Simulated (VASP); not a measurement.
Crystal: Ti.

```
CELL_PARAMETERS angstrom
4.56737 0.00000 0.00000
-2.28369 3.95546 0.00000
0.00000 0.00000 2.82624
ATOMIC_POSITIONS crystal
Ti 0.66667 0.33333 0.50000
Ti 0.33333 0.66667 0.50000
Ti 0.00000 0.00000 0.00000
```

This isn't the form of Ti at room conditions, which is hcp.

| Item | Value |
| --- | --- |
| Program | VASP 6.6.1 |
| Task | relaxation of cell and atoms |
| Functional | LDA |
| Potentials or basis | VASP PAW LDA potentials, release 64 (Ti_sv) |
| Cutoff | 600 eV |
| k mesh | 6 × 6 × 8 |
| Occupations | fermi-dirac, width 0.05 eV |
| Spin | no spin polarisation |

At the start: pressure -8.0 GPa; volume 17.02 Å³/atom.

Where does the relaxation end?

Over 7 steps the energy falls by 30.7 meV/atom and the volume is 15.82 Å³/atom (-7.0 %); space group P6/mmm (No. 191, to 0.05 Å).

The path:
```csv
step,energy change (eV),largest force (eV/Å),pressure (GPa),volume (Å³)
1,0.0000,0.0000,-8.03,51.06
2,-0.0339,0.0000,7.40,45.01
3,-0.0918,0.0000,0.04,47.59
4,-0.0917,0.0000,-0.24,47.66
5,-0.0920,0.0000,-0.28,47.66
6,-0.0920,0.0000,-0.29,47.65
7,-0.0920,0.0000,0.10,47.46
```

Final structure:
```yaml
crystal:
  lattice:
    - [4.44985, 0.00000, 0.00000]
    - [-2.22493, 3.85369, 0.00000]
    - [0.00000, 0.00000, 2.76767]
  atoms:
    - { symbol: Ti, position: [0.66667, 0.33333, 0.50000] }
    - { symbol: Ti, position: [0.33333, 0.66667, 0.50000] }
    - { symbol: Ti, position: [0.00000, 0.00000, 0.00000] }
```
